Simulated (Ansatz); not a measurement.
# AlAs: band gap under strain

How does strain move the band edges of AlAs in the zincblende structure, and do the functionals agree on it? States: -2.0 % equal strain in all directions; -1.0 % equal strain in all directions; +1.0 % equal strain in all directions.

Code: Ansatz 0.2.0. PAW datasets, plane waves. (Simulation; spin polarisation is off.)

### Step 1. The structure to begin with

The unstrained cell was relaxed with r2SCAN; in each strained cell the atoms were relaxed again with r2SCAN. Names of k-points are those of the unstrained zone, where strain can split equivalent points. First state: -2.0 % equal strain in all directions.

The symmetry is F-43m (No. 216, cubic); a = 5.564 Å in the conventional setting, 21.53 Å³ an atom. Near Al stand 4 As at 2.41 Å; near As stand 4 Al at 2.41 Å.

Structure file:

```cif
data_structure
_symmetry_space_group_name_H-M 'P 1'
_symmetry_Int_Tables_number 1
_cell_length_a 3.9345
_cell_length_b 3.9345
_cell_length_c 3.9345
_cell_angle_alpha 60.000
_cell_angle_beta 60.000
_cell_angle_gamma 60.000
_cell_volume 43.07
loop_
_atom_site_label
_atom_site_type_symbol
_atom_site_fract_x
_atom_site_fract_y
_atom_site_fract_z
_atom_site_occupancy
Al1 Al 0.00000 0.00000 0.00000 1
As1 As 0.25000 0.25000 0.25000 1
```

From earlier runs on the unstrained cell: PBE 1.46 eV, r2SCAN 1.81 eV, HSE06 2.09 eV, r2SCAN+SOC 1.72 eV, G0W0 2.08 eV (on its mesh); a = 5.678 Å.

### Step 2. -2.0 % equal strain in all directions: PBE

Input file input.yaml:

```yaml
crystal:
  lattice:
    - [0.0, 2.7821461449, 2.7821461449]
    - [2.7821461449, 0.0, 2.7821461449]
    - [2.7821461449, 2.7821461449, 0.0]
  atoms:
    - { symbol: Al, position: [0.0, 0.0, 0.0] }
    - { symbol: As, position: [0.25, 0.25, 0.25] }
kpoints:
  mp_grid: { grid: [8, 8, 8] }
  band_path:
    path:
      - [0.0, 0.0, 0.0]
      - [-0.5, -0.5, 0.0]
      - [-0.375, -0.375, 0.25]
      - [-0.375, 0.0, 0.375]
      - [0.0, 0.0, 0.5]
      - [-0.5, -0.25, 0.25]
      - [0.0, 0.5, 0.5]
    npoints: 1
hamiltonian:
  xc: pbe
scf:
  occupations: { method: fermi_dirac, width: 0.02 }
  n_extra_bands: 4
output:
  forces: true
  stress: true
  eigenvalues: true
```

On the command line:

```console
$ ansatz run input.yaml --threads 2 --pin off --max-ram 20275MiB --backend cpu --events-out ev --progress --plain --runs-dir out
```

The runs that follow: -2.0 % equal strain in all directions: r2SCAN; -2.0 % equal strain in all directions: HSE06; -2.0 % equal strain in all directions: r2SCAN+SOC; -2.0 % equal strain in all directions: r2SCAN; -2.0 % equal strain in all directions: G0W0@PBE; -1.0 % equal strain in all directions: PBE; -1.0 % equal strain in all directions: r2SCAN; -1.0 % equal strain in all directions: HSE06; -1.0 % equal strain in all directions: r2SCAN+SOC; -1.0 % equal strain in all directions: r2SCAN; -1.0 % equal strain in all directions: G0W0@PBE; +1.0 % equal strain in all directions: PBE; +1.0 % equal strain in all directions: r2SCAN; +1.0 % equal strain in all directions: HSE06; +1.0 % equal strain in all directions: r2SCAN+SOC; +1.0 % equal strain in all directions: r2SCAN; +1.0 % equal strain in all directions: G0W0@PBE.

Before running it: what results should come out?

As calculated:

Least gap in eV (negative: overlap), with the change from the unstrained cell in brackets. G0W0 is on its own coarse mesh.

| state | volume change (%) | PBE | r2SCAN | HSE06 | G0W0 |
| --- | --- | --- | --- | --- | --- |
| -2.0 % equal strain in all directions | -5.9 | 1.35 (-0.11) | 1.72 (-0.09) | 1.99 (-0.10) | 2.01 (-0.07) |
| -1.0 % equal strain in all directions | -3.0 | 1.41 (-0.05) | 1.77 (-0.04) | 2.04 (-0.05) | 2.05 (-0.03) |
| +1.0 % equal strain in all directions | +3.0 | 1.51 (+0.05) | 1.85 (+0.04) | 2.14 (+0.05) | 2.11 (+0.03) |

What this shows: With HSE06, of the states in the table -2.0 % equal strain in all directions shifts the gap most, by -0.104 eV. PBE and HSE06 differ by 0.63 eV on the unstrained gap, and by at most 0.00 eV on its change: the two disagree on the size of the gap but agree on its response to strain. G0W0 values are finite-basis, finite-mesh values.
